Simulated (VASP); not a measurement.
# TiO2 (Anatase): cell size and functional, part 2 of 2

Which functional gives which lattice for TiO2 (Anatase)? The starting structure is a measured crystal structure from the Crystallography Open Database. The first relaxation on each setting starts from this cell expanded by 3 % in volume.

VASP 6.6.1.

Results so far: PBEsol 11.35 Å³ an atom; LDA 11.08 Å³ an atom.

## 4. Relaxation with PBE

Level of this step: PBE; plane waves and PAW (Ti_sv, O) (VASP).

PBE, the usual starting point, adds the gradient of the density.

The input, INCAR:

```
SYSTEM = TiO2
PREC = Accurate
ENCUT = 520
EDIFF = 1E-06
NELM = 100
ISMEAR = 0
SIGMA = 0.03
LREAL = .FALSE.
ALGO = Normal
GGA = PE
NBANDS = 30
LASPH = .TRUE.
LORBIT = 11
LWAVE = .FALSE.
LCHARG = .FALSE.
KPAR = 8
IBRION = 2
NSW = 50
ISIF = 3
EDIFFG = -0.006
```

The input, POSCAR:

```
TiO2
1.0
   -3.8216697636      0.0000000000      0.0000000000
    0.0000000000      3.8216697636      0.0000000000
    1.9108348818     -1.9108348818     -4.8044050437
Ti O
2 4
Direct
    0.7500000000      0.2500000000      0.5000000000
    0.0000000000      0.0000000000      0.0000000000
    0.2081000000      0.2081000000      0.4162000000
    0.9581000000      0.4581000000      0.9162000000
    0.5419000000      0.0419000000      0.0838000000
    0.7919000000      0.7919000000      0.5838000000
```

The input, KPOINTS:

```
Automatic mesh
0
Gamma
6 6 6
0 0 0
```

The projector-augmented-wave data sets are Ti_sv and O (PBE family, release 64).

Launch:

```
mpirun -np 8 vasp_std
```

Output:

```text
[banner, memory and clock lines left out]
running    8 mpi-ranks, on    1 nodes
[...]
[... a notice as in an earlier step ...]

 LDA part: xc-table for (Slater+PW92), standard interpolation
 POSCAR, INCAR and KPOINTS ok, starting setup
[...]
entering main loop
       N       E                     dE             d eps       ncg     rms          rms(c)
DAV:   1     0.672645797505E+03    0.67265E+03   -0.24924E+04  1800   0.185E+03
DAV:   2     0.397330790802E+02   -0.63291E+03   -0.60247E+03  1970   0.544E+02
DAV:   3    -0.662831573434E+02   -0.10602E+03   -0.10444E+03  2670   0.203E+02
DAV:   4    -0.711245422888E+02   -0.48414E+01   -0.48354E+01  2584   0.446E+01
[...]
DAV:  14    -0.538619854043E+02   -0.12053E-04   -0.88701E-05  2736   0.656E-02    0.179E-02
DAV:  15    -0.538619818684E+02    0.35359E-05   -0.34625E-05  2224   0.471E-02    0.411E-03
DAV:  16    -0.538619818057E+02    0.62745E-07   -0.42349E-06  1776   0.198E-02
   1 F= -.53861982E+02 E0= -.53861982E+02  d E =-.538620E+02
[... from here on, the cycles between the ionic steps are left out ...]
   2 F= -.53862917E+02 E0= -.53862917E+02  d E =-.935437E-03
   3 F= -.53863010E+02 E0= -.53863010E+02  d E =-.102789E-02
   4 F= -.53864129E+02 E0= -.53864129E+02  d E =-.111953E-02
   5 F= -.53864607E+02 E0= -.53864607E+02  d E =-.159698E-02
   6 F= -.53864737E+02 E0= -.53864737E+02  d E =-.172684E-02
   7 F= -.53865521E+02 E0= -.53865521E+02  d E =-.784221E-03
   8 F= -.53865611E+02 E0= -.53865611E+02  d E =-.873981E-03
[...]
reached required accuracy - stopping structural energy minimisation
```

Run time: 44 s. Hardware: 8 MPI ranks of Intel Xeon Platinum 8488C (Sapphire Rapids), shared host; peak memory 1.9 GiB.

From OUTCAR (step 4):

```text
  Total        0.0036003      0.0036003      0.0265753      0.0000000      0.0000000      0.0000000
  in kB        0.0821390      0.0821390      0.6063082      0.0000000      0.0000000      0.0000000
  external PRESSURE =       0.2568621 kB  Pullay stress =       0.0000000 kB

 POSITION                                       TOTAL-FORCE (eV/Angst)
 -----------------------------------------------------------------------------------
     -1.90142      0.00000     -2.42801         0.000000      0.000000     -0.000000
      0.00000      0.00000      0.00000         0.000000      0.000000     -0.000000
      0.00000      0.00000     -2.00500        -0.000000      0.000000     -0.000581
     -1.90142      0.00000     -4.43301        -0.000000      0.000000     -0.000581
     -1.90142      0.00000     -0.42302         0.000000     -0.000000      0.000581
     -1.90142      1.90142     -2.85103         0.000000     -0.000000      0.000581
 -----------------------------------------------------------------------------------
    total drift:                                0.000000     -0.000000     -0.000000

  FREE ENERGIE OF THE ION-ELECTRON SYSTEM (eV)
  ---------------------------------------------------
  free  energy   TOTEN  =       -53.8656105211 eV

  energy  without entropy=      -53.8656105211  energy(sigma->0) =      -53.86561052

[... 2 parts as in an earlier step ...]

[... 2 further parts left out ...]
[key lines of the parts left out:]
E-fermi :   3.3504
```

With PBE the relaxed cell holds 11.704 Å³ an atom, +3.08 % against the measured cell, with a = 3.803 Å and c = 9.712 Å. That is +3.15 % from PBEsol.

## 5. Relaxation with PBEsol + D3(BJ)

D3 with Becke-Johnson damping keeps a finite attraction at short range. This run starts from the cell of an earlier relaxation, which isn't shown; the restart sets up the plane waves anew.

INCAR, as its differences from that of step 4:

```diff
@@ -9,3 +9,4 @@
 ALGO = Normal
-GGA = PE
+GGA = PS
+IVDW = 12
 NBANDS = 30
```

The input, POSCAR:

```
TiO2
1.0
   -3.7670094064      0.0000000000      0.0000000000
    0.0000000000      3.7670094064      0.0000000000
    1.8835047032     -1.8835047032     -4.7229055196
Ti O
2 4
Direct
    0.7500000000      0.2500000000      0.5000000000
    0.0000000000      0.0000000000      0.0000000000
    0.2090891315      0.2090891315      0.4181782630
    0.9590891315      0.4590891315      0.9181782630
    0.5409108685      0.0409108685      0.0818217370
    0.7909108685      0.7909108685      0.5818217370
```

KPOINTS is that of step 4.

Launch:

```
mpirun -np 8 vasp_std
```

Output:

```text
[banner, memory and clock lines left out]
running    8 mpi-ranks, on    1 nodes
[...]
[... a notice as in an earlier step ...]

 [... a notice as in an earlier step ...]

 LDA part: xc-table for (Slater+PW92), standard interpolation
 POSCAR, INCAR and KPOINTS ok, starting setup
[...]
entering main loop
       N       E                     dE             d eps       ncg     rms          rms(c)
DAV:   1     0.669310743526E+03    0.66931E+03   -0.24688E+04  1800   0.186E+03
DAV:   2     0.449061188073E+02   -0.62440E+03   -0.59251E+03  1916   0.547E+02
DAV:   3    -0.670146748105E+02   -0.11192E+03   -0.10955E+03  2714   0.208E+02
DAV:   4    -0.720963411200E+02   -0.50817E+01   -0.50758E+01  2490   0.454E+01
[...]
DAV:  14    -0.562071458235E+02   -0.13257E-05   -0.93068E-05  2542   0.853E-02    0.146E-02
DAV:  15    -0.562071454786E+02    0.34489E-06   -0.16563E-05  2350   0.412E-02    0.635E-03
DAV:  16    -0.562071453621E+02    0.11650E-06   -0.85519E-07  1068   0.102E-02
   1 F= -.57402184E+02 E0= -.57402184E+02  d E =-.574022E+02
[...]
reached required accuracy - stopping structural energy minimisation
```

Wall time 8 s (8 MPI ranks); peak memory 1.8 GiB.

OUTCAR, selected parts (step 5):

```text
 Edisp (eV)   -1.19504

  Total      -0.00817    -0.00817     0.02413     0.00000     0.00000     0.00000
  in kB      -0.19535    -0.19535     0.57696     0.00000     0.00000     0.00000
  external pressure =        0.06 kB  Pullay stress =        0.00 kB

 POSITION                                       TOTAL-FORCE (eV/Angst)
 -----------------------------------------------------------------------------------
     -1.88350      0.00000     -2.36145        -0.000000     -0.000000      0.000000
      0.00000      0.00000      0.00000         0.000000      0.000000      0.000000
      0.00000      0.00000     -1.97502        -0.000000      0.000000      0.004257
     -1.88350      0.00000     -4.33647        -0.000000      0.000000      0.004257
     -1.88350      0.00000     -0.38644         0.000000     -0.000000     -0.004257
     -1.88350      1.88350     -2.74789         0.000000     -0.000000     -0.004257
 -----------------------------------------------------------------------------------
    total drift:                               -0.000000      0.000000      0.000000

  FREE ENERGIE OF THE ION-ELECTRON SYSTEM (eV)
  ---------------------------------------------------
  free  energy   TOTEN  =       -57.4021835312 eV

  energy  without entropy=      -57.4021835312  energy(sigma->0) =      -57.40218353

[... 2 parts as in an earlier step ...]

[... 2 further parts left out ...]
[key lines of the parts left out:]
E-fermi :   3.7010
```

With PBEsol + D3(BJ) the relaxed cell holds 11.170 Å³ an atom, -1.62 % against the measured cell, with a = 3.767 Å and c = 9.446 Å. That is -1.56 % from PBEsol.

## 6. Relaxation with r2SCAN

r2SCAN adds the kinetic-energy density, costs more than a GGA and is run with LASPH. This run starts from the cell of an earlier relaxation, which isn't shown; the restart sets up the plane waves anew.

INCAR, as its differences from that of step 5:

```diff
@@ -9,6 +9,5 @@
 ALGO = Normal
-GGA = PS
-IVDW = 12
+METAGGA = R2SCAN
+LASPH = .TRUE.
 NBANDS = 30
-LASPH = .TRUE.
 LORBIT = 11
```

The input, POSCAR:

```
TiO2
1.0
   -3.7861667820      0.0000000000      0.0000000000
    0.0000000000      3.7861667820      0.0000000000
    1.8930833910     -1.8930833910     -4.7932392902
Ti O
2 4
Direct
    0.7500000000      0.2500000000      0.5000000000
    0.0000000000      0.0000000000      0.0000000000
    0.2074239331      0.2074239331      0.4148478663
    0.9574239331      0.4574239331      0.9148478663
    0.5425760669      0.0425760669      0.0851521337
    0.7925760669      0.7925760669      0.5851521337
```

KPOINTS is that of step 5.

Launch:

```
mpirun -np 8 vasp_std
```

Output:

```text
[banner, memory and clock lines left out]
running    8 mpi-ranks, on    1 nodes
[...]
[... a notice as in an earlier step ...]

 [... a notice as in an earlier step ...]

 LDA part: xc-table for (None), standard interpolation
 POSCAR, INCAR and KPOINTS ok, starting setup
[...]
entering main loop
       N       E                     dE             d eps       ncg     rms          rms(c)
DAV:   1     0.677006333971E+03    0.67701E+03   -0.25109E+04  1800   0.190E+03
DAV:   2     0.929731110471E+01   -0.66771E+03   -0.63358E+03  2014   0.562E+02
DAV:   3    -0.964422229183E+02   -0.10574E+03   -0.10289E+03  2700   0.210E+02
DAV:   4    -0.101750090483E+03   -0.53079E+01   -0.53005E+01  2656   0.462E+01
[...]
DAV:  13    -0.698603108406E+02    0.36491E-04   -0.54777E-04  2520   0.178E-01    0.190E-02
DAV:  14    -0.698603054402E+02    0.54004E-05   -0.31176E-05  2164   0.443E-02    0.742E-03
DAV:  15    -0.698603058846E+02   -0.44444E-06   -0.36108E-06  1860   0.158E-02
   1 F= -.69860306E+02 E0= -.69860306E+02  d E =-.698603E+02
[...]
reached required accuracy - stopping structural energy minimisation
```

The job ended after 24 s (8 MPI ranks; peak memory 1.7 GiB; 3.1 min of CPU time).

OUTCAR, selected parts (step 6):

```text
  Total        0.0341956      0.0341956      0.0281210      0.0000000      0.0000000      0.0000000
  in kB        0.7973552      0.7973552      0.6557103      0.0000000      0.0000000      0.0000000
  external PRESSURE =       0.7501402 kB  Pullay stress =       0.0000000 kB

 POSITION                                       TOTAL-FORCE (eV/Angst)
 -----------------------------------------------------------------------------------
     -1.89308      0.00000     -2.39662        -0.000000      0.000000      0.000000
      0.00000      0.00000      0.00000         0.000000     -0.000000      0.000000
      0.00000     -0.00000     -1.98847         0.000000      0.000000      0.000850
     -1.89308     -0.00000     -4.38508        -0.000000     -0.000000      0.000850
     -1.89308      0.00000     -0.40815        -0.000000     -0.000000     -0.000850
     -1.89308      1.89308     -2.80477         0.000000      0.000000     -0.000850
 -----------------------------------------------------------------------------------
    total drift:                                0.000000      0.000000     -0.000000

  FREE ENERGIE OF THE ION-ELECTRON SYSTEM (eV)
  ---------------------------------------------------
  free  energy   TOTEN  =       -69.8603058846 eV

  energy  without entropy=      -69.8603058846  energy(sigma->0) =      -69.86030588

[... 2 parts as in an earlier step ...]

[... 2 further parts left out ...]
[key lines of the parts left out:]
E-fermi :   3.0824
```

With r2SCAN the relaxed cell holds 11.452 Å³ an atom, +0.86 % against the measured cell, with a = 3.786 Å and c = 9.586 Å. That is +0.93 % from PBEsol.

## 7. Relaxation with r2SCAN + rVV10

rVV10 adds a nonlocal correlation energy for dispersion. This run starts from the cell of an earlier relaxation, which isn't shown; the restart sets up the plane waves anew.

INCAR, as its differences from that of step 6:

```diff
@@ -10,2 +10,6 @@
 METAGGA = R2SCAN
+LUSE_VDW = .TRUE.
+IVDW_NL = 2
+BPARAM = 11.95
+CPARAM = 0.0093
 LASPH = .TRUE.
```

The input, POSCAR:

```
TiO2
1.0
   -3.7839223285      0.0000000000      0.0000000000
    0.0000000000      3.7839223285      0.0000000000
    1.8919611643     -1.8919611643     -4.7710621115
Ti O
2 4
Direct
    0.7500000000      0.2500000000      0.5000000000
    0.0000000000      0.0000000000      0.0000000000
    0.2080925158      0.2080925158      0.4161850316
    0.9580925158      0.4580925158      0.9161850316
    0.5419074842      0.0419074842      0.0838149684
    0.7919074842      0.7919074842      0.5838149684
```

KPOINTS is that of step 6.

Launch:

```
mpirun -np 8 vasp_std
```

Output:

```text
[banner, memory and clock lines left out]
running    8 mpi-ranks, on    1 nodes
[...]
[... a notice as in an earlier step ...]

|                                                                             |
|               ----> ADVICE to this user running VASP <----                  |
|                                                                             |
|     You have switched on vdW-DFT.                                           |
|     This routine was written and supplied by Jiri Klimes. We recommend      |
|     that you carefully read and cite the following publications:            |
|       J. Klimes, D.R. Bowler, A. Michelides                                 |
|          J. Phys.: Cond Matt. 22 022201 (2010)                              |
|       J. Klimes, D.R. Bowler, A. Michelides                                 |
|          Phys. Rev. B. 83, 195131 (2011)                                    |
|     and references therein.                                                 |
[...]
Total rVV10 correction in eV:      1.2928514    48.0108854
Total rVV10 correction in eV:      1.2928514    48.0108854
Total rVV10 correction in eV:      1.2928514    48.0108854
DAV:   5    -0.685630555560E+02    0.17861E-06   -0.59168E-07   924   0.740E-03
Total rVV10 correction in eV:      1.2928588    48.0108854
Total rVV10 correction in eV:      1.2928588    48.0108854
Total rVV10 correction in eV:      1.2928588    48.0108854
Total rVV10 correction in eV:      1.2928588    48.0108854
Total rVV10 correction in eV:      1.2928588    48.0108854
Total rVV10 correction in eV:      1.2928588    48.0108854
Total rVV10 correction in eV:      1.2928588    48.0108854
Total rVV10 correction in eV:      1.2928588    48.0108854
Total rVV10 correction in eV:      1.2928541    48.0108854
Total rVV10 correction in eV:      1.2928541    48.0108854
Total rVV10 correction in eV:      1.2928541    48.0108854
Total rVV10 correction in eV:      1.2928541    48.0108854
Total rVV10 correction in eV:      1.2928541    48.0108854
Total rVV10 correction in eV:      1.2928541    48.0108854
Total rVV10 correction in eV:      1.2928541    48.0108854
Total rVV10 correction in eV:      1.2928541    48.0108854
   3 F= -.68563056E+02 E0= -.68563056E+02  d E =-.121436E-04
[...]
reached required accuracy - stopping structural energy minimisation
```

It took 2.2 min on 8 MPI ranks; peak memory 2.8 GiB.

From OUTCAR (step 7):

```text
  Total        0.0185481      0.0185481      0.0187092      0.0000000      0.0000000     -0.0000000
  in kB        0.4352054      0.4352054      0.4389856      0.0000000      0.0000000     -0.0000000
  external PRESSURE =       0.4364655 kB  Pullay stress =       0.0000000 kB

 POSITION                                       TOTAL-FORCE (eV/Angst)
 -----------------------------------------------------------------------------------
     -1.89173     -0.00000     -2.38511        -0.000000      0.000000      0.000000
     -0.00000     -0.00000     -0.00000         0.000000     -0.000000      0.000000
      0.00000     -0.00000     -1.98528         0.000000     -0.000000     -0.002670
     -1.89173     -0.00000     -4.37038         0.000000     -0.000000     -0.002670
     -1.89173     -0.00000     -0.39983        -0.000000      0.000000      0.002670
     -1.89173      1.89173     -2.78494        -0.000000      0.000000      0.002670
 -----------------------------------------------------------------------------------
    total drift:                               -0.000000      0.000000     -0.000000

  FREE ENERGIE OF THE ION-ELECTRON SYSTEM (eV)
  ---------------------------------------------------
  free  energy   TOTEN  =       -68.5630555560 eV

  energy  without entropy=      -68.5630555560  energy(sigma->0) =      -68.56305556

[... 2 parts as in an earlier step ...]

[... 2 further parts left out ...]
[key lines of the parts left out:]
E-fermi :   3.1631
```

With r2SCAN + rVV10 the relaxed cell holds 11.381 Å³ an atom, +0.23 % against the measured cell, with a = 3.783 Å and c = 9.540 Å. That is +0.30 % from PBEsol.

## 8. The runs compared

```
          level  volume (Å³/atom)  against the measured cell (%)   a (Å)   c (Å)  pressure left (GPa)  core minutes
         PBEsol            11.347                          -0.07  3.7732  9.5637                 0.04          9.07
            LDA            11.077                          -2.44  3.7463  9.4712                -0.02          5.79
            PBE            11.704                           3.08  3.8028  9.7121                 0.03          5.87
PBEsol + D3(BJ)             11.17                          -1.62   3.767  9.4458                 0.01          10.1
         r2SCAN            11.452                           0.86  3.7862  9.5865                 0.08          27.5
 r2SCAN + rVV10            11.381                           0.23  3.7835  9.5404                 0.04          54.7
```

Core minutes are wall time times ranks, summed over the relaxations behind a row (those for a bulk modulus apart), on shared hosts.

## 9. Results

| Property | Result |
| --- | --- |
| volume, PBEsol | 11.35 Å³/atom |
| volume, LDA | 11.08 Å³/atom |
| volume, PBE | 11.70 Å³/atom |
| volume, PBEsol + D3(BJ) | 11.17 Å³/atom |
| volume, r2SCAN | 11.45 Å³/atom |
| volume, r2SCAN + rVV10 | 11.38 Å³/atom |

What this shows: Across 6 levels the volume of TiO2 (Anatase) spans 5.7 %, from 11.08 Å³ an atom (LDA) to 11.70 Å³ (PBE). Against the measured volume of the starting structure, PBEsol comes nearest (-0.1 %) and PBE lies farthest (+3.1 %). The measured cell holds zero-point expansion and, unless it was taken cold, thermal expansion, which the runs lack, so small differences decide nothing. Adding D3(BJ) to PBEsol changes the volume by -1.6 %. Adding rVV10 to r2SCAN changes the volume by -0.6 %. All runs keep the symmetry of the start, so they can't find a distortion of lower symmetry. Further runs on this material are not shown.

[Lines on the potential files, build, host, timing and source positions are cut from VASP's logs without a mark.]

[Logs are printed without paths, hosts, clocks, repeated set-up lines and the standing remarks that a program may print on its own settings, such as how far it seeks lower states.]

[Hosts, paths, dates, database ids (printed as entryN), source tags and the programs' standing remarks are cut or masked in the printed files.]
